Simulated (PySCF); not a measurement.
Numbering as in the mapped SMILES `[CH3:1][C:2]([CH3:3])=[O:4]`. Each H is labelled by its parent atom.

Geometry: PBE0-D3(BJ)/def2-SVP; GIAO shifts from PySCF, gas phase, non-relativistic, averaged over equivalent atoms.

At HF/pcSseg-2 (228 basis functions, 5.9 s wall time on 1 thread of an x86-64 server CPU, shared host):
```tsv
atoms	δ (ppm)
C2	212.1
C1/C3	29.6
O4	657.5
H(C1)/H(C3)	2.02
```

δ = σ(ref) − σ, references computed at the same level: 13C (191.47 ppm) and 1H (31.68 ppm) against TMS; 17O (326.33 ppm) against H2O.

What do these become at OPBE/pcSseg-2?

Answers


```
      atoms  δ at OPBE/pcSseg-2  change
         C2               205.6    -6.5
      C1/C3                30.8    +1.2
         O4               654.8    -2.7
H(C1)/H(C3)                2.08   +0.06
```

δ = σ(ref) − σ, references computed at the same level: 13C (σ = 184.41 ppm) and 1H (σ = 31.20 ppm) against TMS; H2O for 17O (σ = 329.21 ppm).

The largest change is at C2 (ketone carbonyl carbon). Cost: 228 basis functions, 21 s wall time on 1 thread of an x86-64 server CPU, shared host.

Unscaled 17O shifts of doubly bonded oxygen tend to come out too high, by tens of ppm or more. Experimental scales use liquid or dissolved standards, which lie at an offset from isolated H2O (liquid H2O: subtract about 36 ppm).
